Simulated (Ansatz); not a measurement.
**Zone-centre phonons of CaF2 at 2 GPa: input and output**

Theory: Ansatz, DFT PBEsol, scalar-relativistic, plane waves, PAW.

Launched with:
```bash
ansatz run input.yaml --threads 1 --pin off --max-ram 1228MiB --backend cpu --events-out ev --progress --plain --runs-dir out
```

Input (bare energies are in eV):
```yaml
crystal:
  lattice:
    - [0.0, 2.6905313911, 2.6905313911]
    - [2.6905313911, 0.0, 2.6905313911]
    - [2.6905313911, 2.6905313911, 0.0]
  atoms:
    - { symbol: Ca, position: [0.0, 0.0, 0.0] }
    - { symbol: F, position: [0.25, 0.25, 0.25] }
    - { symbol: F, position: [0.75, 0.75, 0.75] }
basis:
  ecutwfc: 420
kpoints:
  mp_grid: { grid: [8, 8, 8] }
hamiltonian:
  xc: pbesol
scf:
  occupations: { method: fixed }
output:
  eigenvalues: true
phonons:
  method: dfpt
  dielectric: true
  rigid_motions: translations
  eigenvectors: true
```

Results section of the output:
```
--- Phonons (Γ-DFPT): 2 representative perturbations + reference, on 95 of 512 k-points (Σ response iterations 8) ---
  k mesh reduced under 4 symmetry operations, with k and −k counted as one. Each operation leaves every solved perturbation unchanged. A smaller set is not considered because the run solves the response ...
  ASR residual: 4.398e-4 → 0.000e0 eV/Å²; symmetrization residual: 9.669e-7 eV/Å²
  ASR residual per site (eV/Å²): 4.40e-4 2.86e-4 2.86e-4
  Γ frequencies (cm⁻¹): 0.00 0.00 0.00 264.06 264.06 264.06 330.21 330.21 330.21
  ε∞ (high-frequency dielectric tensor):
        2.338954    -0.000000    -0.000000
        0.000000     2.338954     0.000000
        0.000000    -0.000000     2.338954
  ε⁰ (static dielectric tensor: ions relaxed, cell fixed):
        7.599665     0.000000    -0.000000
        0.000000     7.599665     0.000000
       -0.000000     0.000000     7.599665
  ε⁰ − ε∞ (ionic part):
        5.260711     0.000000    -0.000000
        0.000000     5.260711     0.000000
       -0.000000     0.000000     5.260711
  softest optical mode at Γ: 264.06 cm⁻¹; the repairs (sum rule, projections) moved no ω² at Γ by more than (2.05 cm⁻¹)²
  Born effective charges Z* (e; rows j = field, columns β = displacement):
    site 0:
         2.37991   -0.00000    0.00000
         0.00000    2.37991   -0.00000
         0.00000    0.00000    2.37991
    site 1:
        -1.18996   -0.00000    0.00000
         0.00000   -1.18996    0.00000
         0.00000   -0.00000   -1.18996
    site 2:
        -1.18996    0.00000   -0.00000
         0.00000   -1.18996    0.00000
         0.00000   -0.00000   -1.18996
  Z* charge neutrality: 1.205e-5 e pre-enforcement
  k-mesh period / interband length: 30.4 Å / 0.86 Å = 35.25 at k = (0.0000, 0.0000, 0.0000), direct gap 7.641 eV — 14 or more, which is no proof of convergence
  optical modes at Γ without the LO–TO term, one row a degenerate level:
      ω (cm⁻¹) modes IR ((D/Å)²/amu)
        264.06      3            20.0985
        330.21      3             0.0000
  optical modes at Γ + LO–TO along q̂ = [1.0000, 0.0000, 0.0000]:
      ω (cm⁻¹) modes IR ((D/Å)²/amu)
        264.06      2            13.3990
        330.21      3             0.0000
        475.98      1             6.6995
  optical modes at Γ + LO–TO along q̂ = [0.0000, 1.0000, 0.0000]:
      ω (cm⁻¹) modes IR ((D/Å)²/amu)
        264.06      2            13.3990
        330.21      3             0.0000
        475.98      1             6.6995
  optical modes at Γ + LO–TO along q̂ = [0.0000, 0.0000, 1.0000]:
      ω (cm⁻¹) modes IR ((D/Å)²/amu)
        264.06      2            13.3990
        330.21      3             0.0000
        475.98      1             6.6995
```